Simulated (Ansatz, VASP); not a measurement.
Two plane-wave programs on Si

```xyz
1
Lattice="0.0000 1.9005 1.9480 1.9005 0.0000 1.9480 1.9005 1.9005 0.0000" Properties=species:S:1:pos:R:3 pbc="T T T"
Si    0.0000    0.0000    0.0000
```

Change from the starting cell: strain +0.000 along x and y, +0.025 along z, atoms carried along.

Alike in both runs: task single point; functional PBE; dispersion D3(BJ); k mesh 28 × 28 × 28; occupations gaussian, width 0.15 eV; no spin polarisation.

```csv
,VASP,Ansatz
version,VASP 6.6.1,Ansatz 0.2.0
potentials or method,"VASP PAW PBE potentials, release 64 (Si)","scalar-relativistic, plane waves, PAW"
plane-wave cutoff (eV),520,420
valence electrons in the cell,4,4
```

|  | VASP | Ansatz | Ansatz less VASP |
| --- | --- | --- | --- |
| gap on the k mesh at the Fermi level (eV) | none | none | - |
| pressure (GPa) | -2.7 | -2.7 | +0.03 |

A gap of «none» marks a metal or a gap that the smearing closes.

Caveats: pairwise dispersion overbinds metals, which lowers pressure and volume.
